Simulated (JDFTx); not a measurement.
ZrC under changes of volume

One of the cells (13.228 Å³/atom); the others are scaled copies at fixed shape and fractional positions:

```xyz
2
Lattice="0.0000 2.3650 2.3650 2.3650 0.0000 2.3650 2.3650 2.3650 0.0000" Properties=species:S:1:pos:R:3 pbc="T T T"
Zr    2.3650    2.3650    2.3650
C     0.0000    0.0000    0.0000
```

```yaml
Program: JDFTx 1.7.0 (patched build)
Functional: PBE
Potentials_or_basis: PseudoDojo-SR-PBE-0.5-standard
Cutoff: 1116 eV
Density_cutoff: 4463 eV
k_mesh: 10 × 10 × 10
Occupations: fermi-dirac, width 0.05 eV
Spin: no spin polarisation
```

```csv
volume (Å³/atom),energy over the lowest point (meV/atom),pressure (GPa)
12.434,?,?
12.699,6.75,6.5
12.963,0.00,1.6
13.228,0.95,-2.8
13.493,8.86,-6.8
13.757,23.05,-10.4
14.022,42.90,-13.7
```

Q: What does the run at 12.434 Å³/atom give?

A: Energy over the lowest point 22.04 meV/atom; pressure 12.0 GPa.

Worked out: A Birch-Murnaghan fit of order 3 (a polynomial in V^(-2/3)) to the other rows has its minimum at 13.06 Å³/atom with B0 = V·E''(V) = 222 GPa and B' = 4.1. It gives 22.12 meV/atom at 12.434 Å³/atom, against the run's 22.04, and -dE/dV = 12.1 GPa, against 12.0.

Energies are extrapolated to zero smearing.
